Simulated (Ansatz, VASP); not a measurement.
Al in VASP and in Ansatz

```
CELL_PARAMETERS angstrom
4.63590 0.00000 0.00000
-2.31796 4.01481 0.00000
0.00000 0.00000 2.80794
ATOMIC_POSITIONS crystal
Al 0.33333 0.66667 0.50000
Al 0.66667 0.33333 0.50000
```

The cell was built by a generator and needn't be a form met in nature.

Alike in both runs: task single point; functional PBE; k mesh 7 × 7 × 10; occupations fermi-dirac, width 0.05 eV; no spin polarisation.

|  | VASP | Ansatz |
| --- | --- | --- |
| version | VASP 6.6.1 | Ansatz 0.2.0 |
| potentials or method | VASP PAW PBE potentials, release 64 (Al) | Ansatz PAW |
| plane-wave cutoff (eV) | 520 | 420 |
| valence electrons in the cell | 6 | 6 |

Ansatz gave:

```
gap on the k mesh at the Fermi level (eV)       : none
pressure (GPa)                                  : -2.3
largest component of the traceless stress (GPa) : 0.46
```

Problem. Estimate VASP's values.

Solution. gap on the k mesh at the Fermi level (eV): none; pressure (GPa): -2.3; largest component of the traceless stress (GPa): 0.45.

A gap of «none» marks a metal or a gap that the smearing closes. With one functional, cell and mesh, what is left measures potentials, basis and numerics.
